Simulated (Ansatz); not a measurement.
**ZrSe₂: Zr-91 NMR of the central transition**

Cell: a Materials Project structure (computed, not necessarily an observed phase) whose atoms were relaxed with PBE, the cell held.

```
Zr Se
1.0
     3.81115    0.00000    0.00000
    -1.90558    3.30055    0.00000
     0.00000    0.00000    6.39991
Zr Se
1 2
Direct
  0.00000 0.00000 0.00000
  0.66667 0.33333 0.75396
  0.33333 0.66667 0.24604
```

Sites (sets of like atoms) are named by element and the number of their first atom in this list.

Level of theory: DFT, r2SCAN, plane waves and PAW, scalar-relativistic, 500 eV cutoff, Γ-centred 10×10×5 k-points, Fermi–Dirac smearing 0.01 eV (Ansatz 0.2.0).

Zr-91 has I = 5/2 and Q = -176.0 mb (Pyykkö 2018); at 35.2 T its Larmor frequency is ν₀ = 139.9 MHz. Only the quadrupole interaction is simulated: positions count from each site's isotropic chemical shift, and J coupling is left out, as are shift anisotropy and dipolar coupling, which fast spinning averages.

**Question.** Give C_Q, η, the quadrupolar product P_Q = |C_Q|(1 + η²/3)^½, the second-order isotropic shift and the breadth of the pattern (fast magic-angle spinning) for each Zr site.

**Answer.** 

```json
{"site": "Zr", "first shell": "6 Se at 2.71 Å", "C_Q (MHz)": "8.67", "η": "0.00", "P_Q (MHz)": "8.67", "δ_QIS (ppm)": "-23.0", "breadth (kHz)": "6.90"}
```

δ_QIS = −(ν_Q²/30ν₀²)[I(I+1) − 3/4](1 + η²/3) × 10⁶ ppm with ν_Q = 3|C_Q|/[2I(2I−1)]; it falls as 1/B₀² in ppm, and the breadth as 1/B₀ in kHz.

An axis of threefold or higher order runs through Zr, so V_zz lies along it and η is zero.

Without spin–orbit coupling (the program notes it for Zr) the gradients can shift somewhat, as the gap is small.
